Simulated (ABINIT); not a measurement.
Runs of ABINIT 10.8.3 (patched build) on CdSe. It takes space group F-43m (No. 216, cubic). Conventional cell: a = 6.141 Å, b = 6.141 Å, c = 6.141 Å, α = 90.00°, β = 90.00°, γ = 90.00°. Cd (site symmetry -43m) is surrounded by 4 Se at 2.66 Å. Around Se (site symmetry -43m) lie 4 Cd at 2.66 Å. Measurements of this composition are mostly on another form, of space group No. 186.

```tsv
level	smearing	share of exact exchange	dielectric constant that sets the share	gap on the mesh (eV)	pressure (GPa)
HSE06	fermi-dirac 0.05 eV	0.5	-	(c)	-1.2
HSE06	fermi-dirac 0.05 eV	0.15	-	0.91	(d)
PBE-EpsX	fixed	-	7.66353	1.30	1.1
HSE06	fermi-dirac 0.05 eV	0.25	-	(a)	0.2
HSE06	fermi-dirac 0.05 eV	0.35	-	1.62	-0.4
HSE06	fermi-dirac 0.05 eV	0.05	-	0.58	(b)
```

Alike in all rows: task single point; potentials or basis SG15 NC PBE v1.2; no spin polarisation; cell as given; k mesh 3 × 3 × 3; cutoff (eV) 490; the mesh is coarse, so values aren't converged.

Task: Estimate the missing entries.

Result: (a) 1.26; (b) 1.5; (c) 2.18; (d) 0.8.

Caveats: all runs use coarse meshes; exact exchange is summed on a coarse mesh, which widens gaps by tenths of an eV; the potentials were made for another functional, which shifts forces and pressure; Libxc's HSE differs a little from that of other programs (some runs).

A k mesh can miss the band edges, and the runs leave out spin-orbit coupling on Cd, Se.

Runs at the PBE level aren't shown here.
